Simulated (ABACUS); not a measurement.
The system is Mo.

```xyz
1
Lattice="-1.5838 1.5838 1.5838 1.5838 -1.5838 1.5838 1.5838 1.5838 -1.5838" Properties=species:S:1:pos:R:3 pbc="T T T"
Mo    0.0000    0.0000    0.0000
```

Base run:

| Property | Result |
| --- | --- |
| Program | ABACUS 3.10.1 |
| Functional | PBE |
| Potentials or basis | PseudoDojo NC SR 0.4.1 PBE standard |
| Cutoff | 1102 eV |
| Density cutoff | 4408 eV |
| Basis | plane waves |
| k mesh | 12 × 12 × 12 |
| Occupations | fermi-dirac, width 0.05 eV |
| Spin | no spin polarisation |

Its results: band gap on the k mesh none (metal or under the smearing width); pressure -1.5 GPa.

Task: The run is repeated on the same cell with these changes: cutoff from 1102 eV to 1361 eV; density cutoff from 4408 eV to 5442 eV; basis from plane waves to DZP LCAO (the cutoffs set its grid). What comes out?

Result: Band gap on the k mesh none (metal or under the smearing width); pressure -1.1 GPa.

Caveats: the atomic orbitals were generated for these runs and aren't a published set (some runs); the basis of atomic orbitals isn't converged, which shifts pressures, moduli and gaps (some runs).

Not every run made on this cell is shown here.
